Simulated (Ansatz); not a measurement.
## Cd under changes of volume

One of the cells (21.827 Å³/atom); the others are scaled copies at fixed shape and fractional positions:

```
Cd
1.0
     0.00000    2.21815    2.21815
     2.21815    0.00000    2.21815
     2.21815    2.21815    0.00000
Cd
1
Direct
  0.00000 0.00000 0.00000
```

This isn't the form of Cd at room conditions, which is hcp.

```yaml
Program: Ansatz 0.2.0
Functional: PBE
Potentials_or_basis: Ansatz PAW
Cutoff: "420 eV (not typed: the program's choice for these potentials)"
k_mesh: 10 × 10 × 10
Occupations: fermi-dirac, width 0.05 eV
Spin: no spin polarisation
```

```tsv
volume (Å³/atom)	energy over the lowest point (meV/atom)	pressure (GPa)
20.518	?	?
20.954	26.65	4.7
21.391	15.33	3.4
21.827	7.32	2.3
22.264	2.30	1.3
22.701	0.00	0.3
23.137	0.11	-0.5
```

Question: What does the run at 20.518 Å³/atom give?

Answer: Energy over the lowest point 41.61 meV/atom; pressure 6.2 GPa.

Worked out: A Birch-Murnaghan fit of order 3 (a polynomial in V^(-2/3)) to the other rows has its minimum at 22.89 Å³/atom with B0 = V·E''(V) = 45 GPa and B' = 4.3. It gives 41.63 meV/atom at 20.518 Å³/atom, against the run's 41.61, and -dE/dV = 6.2 GPa, against 6.2.

Energies are extrapolated to zero smearing.
